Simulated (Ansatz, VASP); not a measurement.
Given: the input of a run of Ansatz 0.2.0 on BAs.

Contents of input.yaml:

```yaml
crystal:
  lattice:
    - [0.0, 2.3885, 2.3885]
    - [2.3885, 0.0, 2.3885]
    - [2.3885, 2.3885, 0.0]
  atoms:
    - { symbol: As, position: [0.75, 0.75, 0.75], spin: 0.5 }
    - { symbol: B, position: [0.0, 0.0, 0.0] }
kpoints:
  mp_grid: { grid: [10, 10, 10] }
scf:
  occupations: { method: fermi_dirac, width: 0.15 }
hamiltonian:
  xc: pbesol
  pseudopotentials:
    kind: all_electron
    lapw: { basis_error: 0.001 }
    dirac_shells: { As: ["3p"] }
magnetization:
  spin_polarized: true
output:
  forces: true
  stress: true
  eigenvalues: true
```

Potentials or basis: all-electron LAPW, inner shells corrected to Dirac's equation.

Run with:

```bash
$ ansatz run input.yaml --threads 1 --pin off --max-ram 2560MiB --backend cpu --events-out ev --progress --plain --runs-dir out
```

Problem. Set up the same calculation for VASP 6.6.1. Potentials there: VASP PAW PBE potentials, release 64 (As, B).

Solution. As run (the cutoff follows the program's own potentials):

Contents of INCAR:

```
SYSTEM = BAs
PREC = Accurate ; ENCUT = 520
EDIFF = 1E-7 ; ISMEAR = -1
SIGMA = 0.15 ; LREAL = .False.
LASPH = .True. ; NELM = 150
ALGO = Normal ; ISIF = 2
LWAVE = .False. ; LCHARG = .True.
ISPIN = 2 ; MAGMOM = 0.5 0
LORBIT = 11 ; GGA = PS
LELF = .True. ; LVHAR = .True.
NBANDS = 15
```

KPOINTS

```
Automatic mesh
0
Gamma
  10 10 10
  0 0 0
```

File POSCAR:

```
BAs
1.0
    0.0000000000      2.3885000000      2.3885000000
    2.3885000000      0.0000000000      2.3885000000
    2.3885000000      2.3885000000      0.0000000000
As B
1 1
Direct
    0.7500000000      0.7500000000      0.7500000000
    0.0000000000      0.0000000000      0.0000000000
```

Potentials or basis: VASP PAW PBE potentials, release 64 (As, B).

Run with:

```sh
$ cat potpaw_PBE.64/As/POTCAR potpaw_PBE.64/B/POTCAR > POTCAR
$ mpirun -np 1 vasp_std > vasp.out
```

Both were run:

|  | VASP | Ansatz | Ansatz less VASP |
| --- | --- | --- | --- |
| gap on the k mesh at the Fermi level (eV) | 1.08 | 1.09 | +0.011 |
| least direct gap on the mesh (eV) | 3.24 | 3.25 | +0.007 |
| pressure (GPa) | 0.1 | -0.8 | -0.89 |
| net moment per atom (μB) | 0.00 | 0.00 | 0.000 |

Ansatz ran all-electron here, so the differences hold the error of VASP's frozen core and of both bases.

Caveats: the PAW data sets were made with another functional, which shifts forces and pressure a little (VASP); the starting moments weren't kept (Ansatz). As with any semilocal functional, this PBEsol gap is likely too small. A k mesh can miss the band edges.
